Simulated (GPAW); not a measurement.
CdSe (Cadmoselite):

```
Cd Se
1.0
     4.30000    0.00000    0.00000
    -2.15000    3.72391    0.00000
     0.00000    0.00000    7.02000
Cd Se
2 2
Cartesian
  2.1500 1.2413 3.5100
  0.0000 2.4826 0.0000
  2.1500 1.2413 6.2127
  0.0000 2.4826 2.7027
```

Base run:

- Program: GPAW 26.7.0
- Functional: PBE
- Potentials or basis: GPAW PAW data sets (gpaw-data 1.2.1)
- Cutoff: 600 eV
- Basis: pw
- k mesh: 5 × 5 × 3
- Occupations: fermi-dirac, width 0.05 eV
- Spin: spin-orbit coupling, no magnetisation

Its results: band gap on the k mesh 0.57 eV, direct; pressure 2.8 GPa; largest force 0.285 eV/Å.

Problem. The run is repeated on the same cell with these changes: potentials or basis from GPAW PAW data sets (gpaw-data 1.2.1) to PAW data sets generated in the run's folder for this functional; spin from spin-orbit coupling, no magnetisation to no spin polarisation. What comes out?

Solution. Band gap on the k mesh 0.69 eV, direct; pressure 2.8 GPa; largest force 0.285 eV/Å.

Spin-orbit coupling splits the band edges, which narrows the gap.

Caveats: spin-orbit coupling was added after a scalar SCF, so levels and gaps hold it while energy, forces, pressure and moments don't (some runs); this program's spin-orbit splittings come out too wide for heavy elements (some runs).

Not every run made on this cell is shown here.
